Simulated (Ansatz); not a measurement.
The cell is COD entry 9009004, as deposited and not checked against the literature; nothing was relaxed.

BaF2: DFT, PBE, PAW with Ansatz's default frozen-core files, scalar-relativistic (Ansatz 0.2.0).

Command: `ansatz run input.yaml --threads 1 --pin off --max-ram 3072MiB --backend cpu --events-out ev --progress --plain --runs-dir out` The run took about 13 s on 1 thread of a shared machine.

```yaml
crystal:
  lattice:
    - [0.0, 3.10005, 3.10005]
    - [3.10005, 0.0, 3.10005]
    - [3.10005, 3.10005, 0.0]
  atoms:
    - { symbol: Ba, position: [0.0, 0.0, 0.0] }
    - { symbol: F, position: [0.25, 0.25, 0.25] }
    - { symbol: F, position: [0.75, 0.75, 0.75] }
kpoints:
  mp_grid: { grid: [8, 8, 8] }
  band_path:
    path:
      - [0.0, 0.0, 0.0]
      - [0.5, 0.0, 0.5]
      - [0.625, 0.25, 0.625]
      - [0.375, 0.375, 0.75]
      - [0.0, 0.0, 0.0]
      - [0.5, 0.5, 0.5]
      - [0.5, 0.25, 0.75]
      - [0.5, 0.0, 0.5]
    npoints: 8
scf:
  occupations: { method: fermi_dirac, width: 0.01 }
hamiltonian:
  xc: pbe
  pseudopotentials: { kind: paw }
output:
  forces: true
  stress: true
  eigenvalues: true
  efg: { contact_densities: true }
  populations: true
  bader: true
  dos: { projected: true, de: 0.2, e_range: [-14, 8] }
  write_density: true
  write_potential: true
  elf: true
  volumetric_format: npy
```

Output:

```
Ba: output.efg is read without spin–orbit coupling, which moves field gradients at and beside such atoms by some per cent and up to a factor of two; PAW files take it under magnetization.noncollinear and magnetization.spin_orbit
Engine: ansatz 0.2.0
Pseudopotentials: kind: paw
Pseudopotential: Ba, paw, valence charge 10, recommended cutoff 420 eV (normal)
Pseudopotential: F, paw, valence charge 7, recommended cutoff 420 eV (normal)
Functional definition: PBE
  parameter kappa = 0.804
  parameter beta = 0.06672455060314922
  exchange = pbe_x(kappa = kappa, mu = beta*pi^2/3)
  correlation = pbe_c(beta = beta)
Crystal: 3 atoms, lattice volume = 59.585 Å³
Basis set: ecut = 420 eV, 1211 PW (Γ), exchange–correlation on 60×60×60 points (8 copies of the dense FFT grid, shifted against one another)
Bands: 16, of which v1, the nominal top of the filled ones, is band 12 counted from 1 (11 counted from 0)
Symmetry: 48 space group operations
Space group: Fm-3m (ITA 225), of the structure as read, at distance tolerance 3.9e-5 Å
k-points: 29 of 512
Non-local potential: Ba, projectors of the file, l = 0: 3, l = 1: 2, l = 2: 2, l = 3: 2
Non-local potential: F, projectors of the file, l = 0: 2, l = 1: 2, l = 2: 1
PAW form: soft (Blöchl's): semilocal exchange-correlation on the pseudo side does not see the compensation charge
PAW one-centre angular grid: Ba, 194 points (default); XC on 64 Gauss nodes
PAW one-centre angular grid: F, 110 points (default); XC on 64 Gauss nodes
Initial density: superposition of atomic densities (neutral atoms: chi_scale 0, normalization atom), corrected by the library's trained network
Initial wavefunctions: pseudopotential atomic-orbital guess
Functional: x = pbe(κ = 0.804, μ = 0.2195149727645171), c = pbe(β = 0.06672455060314922)
SCF iter   1: F=—  HF=-7572.403605 eV  |F-HF|=—  |Δ(HF+E_count)|=         —  Δρ=6.27e-4  dr2=1.94e-4  ethr=1.77e-3  ⟨swp⟩=8.0  Hψ=3282  notcnv=0
preconditioner: auto → none  [insulator: Δε(μ)=6.823 eV  Ē_g=16.739 eV  σ=0.010 eV  W_gap=1.00  n_scr=14 (ndim 8)  ℏωp=23.6 eV  f_vac=0.138  D(μ)=0.00/eV (n_scr^D=0)  ε∞_Penn≈3.0]
SCF iter   2: F=—  HF=-7572.404197 eV  |F-HF|=—  |Δ(HF+E_count)|=   5.92e-4  Δρ=9.10e-4  dr2=3.34e-4  ethr=8.09e-7  ⟨swp⟩=2.7  Hψ=1197  notcnv=0
SCF iter   3: F=—  HF=-7572.404162 eV  |F-HF|=—  |Δ(HF+E_count)|=   3.53e-5  Δρ=2.40e-4  dr2=2.35e-5  ethr=8.09e-7  ⟨swp⟩=2.0  Hψ=727  notcnv=0
SCF iter   4: F=—  HF=-7572.404332 eV  |F-HF|=—  |Δ(HF+E_count)|=   1.70e-4  Δρ=1.53e-4  dr2=1.22e-5  ethr=9.81e-8  ⟨swp⟩=2.1  Hψ=925  notcnv=0
SCF iter   5: F=—  HF=-7572.404330 eV  |F-HF|=—  |Δ(HF+E_count)|=   1.87e-6  Δρ=6.79e-5  dr2=2.21e-6  ethr=5.08e-8  ⟨swp⟩=2.2  Hψ=603  notcnv=0
SCF iter   6: F=—  HF=-7572.404330 eV  |F-HF|=—  |Δ(HF+E_count)|=   4.26e-7  Δρ=2.66e-5  dr2=3.66e-7  ethr=9.21e-9  ⟨swp⟩=2.5  Hψ=606  notcnv=0
SCF iter   7: F=-7572.404330 eV  HF=-7572.404330 eV  |F-HF|=2.29e-8  |Δ(HF+E_count)|=   9.20e-8  Δρ=6.98e-6  dr2=2.56e-8  ethr=4.17e-10  ⟨swp⟩=6.0  Hψ=2940  notcnv=0
SCF 1 converged in 7 iterations: F = -7572.404330 eV  dr2 = 2.56e-8
  greatest PAW one-centre occupation: 0.955 electrons in one spin orbital (limit 2), on the Ba atom at site 0 (counted from 0), in its partial waves of l = 0
NSCF: frozen V_eff on 57 k-points
SCF converged after 7 iterations
Free energy (F): -7572.404330 eV
Harris-Foulkes:  -7572.404330 eV  (|F-HF|=2.29e-8)
Internal energy: -7572.404330 eV  (E = F + TS)
E sigma→0 (E₀):  -7572.404330 eV
Fermi energy:    6.558507 eV
--- Per-component energies (eV) ---
  E_band       = -101.601418
  E_kinetic    = 583.814642
  E_local      = -1550.070924  (includes V_loc(G=0)·N_el)
  E_nonlocal   = 203.534745
  E_hartree    = 585.980572
  E_xc         = -330.125424
  E_vxc        = -343.236795  (∫ρ·V_xc dr)
  E_paw        = -5626.601066  (= ΣΔE_a)
  E_vpaw       = -167.601850  (= ΣTr[D̂ρ^β])
  E_aug_tail   = 0.004137  (compensation charges beyond the density's cutoff)
  E_ewald      = -1438.941011
  E_smearing   = -0.000000  (= −TS)
  E_closure    = 0.000000  (closes the sum)
  Σ components = -7572.404330   (vs F -7572.404330, Δ=0.00e0)
--- Forces (eV/Å), atoms counted from 1 ---
  atom   1  Ba    -0.00000000     0.00000000    -0.00000000
  atom   2  F      0.00000000    -0.00000000     0.00000000
  atom   3  F     -0.00000000     0.00000000     0.00000000
  max |Σ_I F_I| component: 9.25e-18 eV/Å
--- Stress (GPa, compression-positive) ---
        1.270989       0.000000       0.000000
       -0.000000       1.270989      -0.000000
       -0.000000      -0.000000       1.270989
  P = ⅓ Tr σ = 1.2710 GPa (12.710 kbar)
--- PAW observables at the nuclei: V_zz in 10²¹ V/m², potentials from the cell's mean, atoms counted from 1 ---
  atom   1  Ba V_zz =    -0.000000   η = 0.0000   by run symmetry: forbidden
            electrostatic potential = -9622.346616 V   contact ρ = 2065454.812686 e/Å³
  atom   2  F  V_zz =    -0.000000   η = 0.0000   by run symmetry: forbidden
            electrostatic potential = -739.594084 V   contact ρ = 3127.237348 e/Å³
  atom   3  F  V_zz =    -0.000000   η = 0.0000   by run symmetry: forbidden
            electrostatic potential = -739.594084 V   contact ρ = 3127.237348 e/Å³
--- Band table (eV; the first three rows and the last of 29) ---
  k-point 0: bands = ["-19.8485", "-15.8025", "-15.7356", "-4.6842", "-4.6842", "-4.6842", "1.6532", "1.6532", "1.6532", "3.0331", "3.0331", "3.0331", "9.9594", "12.3997", "12.3997", "14.5874"]
  k-point 1: bands = ["-19.8185", "-15.8171", "-15.7733", "-4.7133", "-4.7088", "-4.7088", "1.7187", "1.7187", "1.8140", "2.9285", "3.0134", "3.0134", "10.3105", "12.3817", "12.3817", "14.3813"]
  k-point 2: bands = ["-19.7433", "-15.8893", "-15.8306", "-4.7767", "-4.7668", "-4.7668", "1.8690", "1.8690", "2.2019", "2.7150", "2.9755", "2.9755", "11.1126", "12.3628", "12.3628", "13.9207"]
  k-point 28: bands = ["-19.5517", "-16.0191", "-16.0191", "-5.0972", "-4.8022", "-4.8022", "1.9190", "2.5314", "2.7816", "2.7816", "2.8289", "2.9158", "10.7074", "12.9763", "13.0767", "13.0767"]
--- Löwdin populations: 3 sites ---
  site symbol       q [e]
     0     Ba      8.2027
     1      F      7.7876
     2      F      7.7876
  spilling = 0.009253 (of n_electrons = 24.000000)
--- Bader charges: 3 sites ---
  site symbol  charge [e]  shift [e]
     0     Ba      1.6841     0.0000
     1      F     -0.8420     0.0000
     2      F     -0.8420     0.0000
  estimated error of the sums over rays = 9.5e-5 e
```

populations.tsv:

```
# site	symbol	l	j	q
# orbitals = lowdin
# n_electrons = 24.000000
# spilling = 0.009253
0	Ba	0_5S	-	1.964495
0	Ba	0_6S	-	0.268366
0	Ba	1_5P	-	5.969889
1	F	0_2S	-	1.948308
1	F	1_2P	-	5.839276
2	F	0_2S	-	1.948308
2	F	1_2P	-	5.839276
```

bader_charges.tsv:

```
# site	symbol	x_ang	y_ang	z_ang	partial_charge_e	electrons	volume_ang3	relative_density_drop	shared_charge_e	partial_wave_shift_e
# quadrature_error_electrons = 9.5e-5
0	Ba	0.0000	0.0000	0.0000	1.68409	54.31591	24.27	-	1.68409	0.00000
1	F	1.5500	1.5500	1.5500	-0.84205	9.84205	16.61	-	-0.84205	0.00000
2	F	4.6501	4.6501	4.6501	-0.84205	9.84205	16.61	-	-0.84205	0.00000
```
